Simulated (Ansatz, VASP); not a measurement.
**Two plane-wave programs on Re**

```
CELL_PARAMETERS angstrom
0.00000 1.95763 1.95763
1.95763 0.00000 1.95763
1.95763 1.95763 0.00000
ATOMIC_POSITIONS crystal
Re 0.00000 0.00000 0.00000
```

Alike in both runs: functional PBE; k mesh 24 × 24 × 24; occupations gaussian, width 0.1 eV; no spin polarisation.

Ansatz relaxed the structure, and its values are those at the end. VASP's run is a single point on that final structure, the one shown.

|  | VASP | Ansatz |
| --- | --- | --- |
| version | VASP 6.6.1 | Ansatz 0.2.0 |
| potentials or method | VASP PAW PBE potentials, release 64 (Re) | scalar-relativistic, plane waves, PAW |
| plane-wave cutoff (eV) | 520 | 420 |
| valence electrons in the cell | 7 | 15 |

```csv
,VASP,Ansatz,Ansatz less VASP
gap on the k mesh at the Fermi level (eV),none,none,-
pressure (GPa),-0.6,0.0,+0.58
```

A gap of «none» marks a metal or a gap that the smearing closes. The two sets of potentials don't hold the same shells in valence.

The runs have no spin-orbit coupling, so splittings on Re are missing.
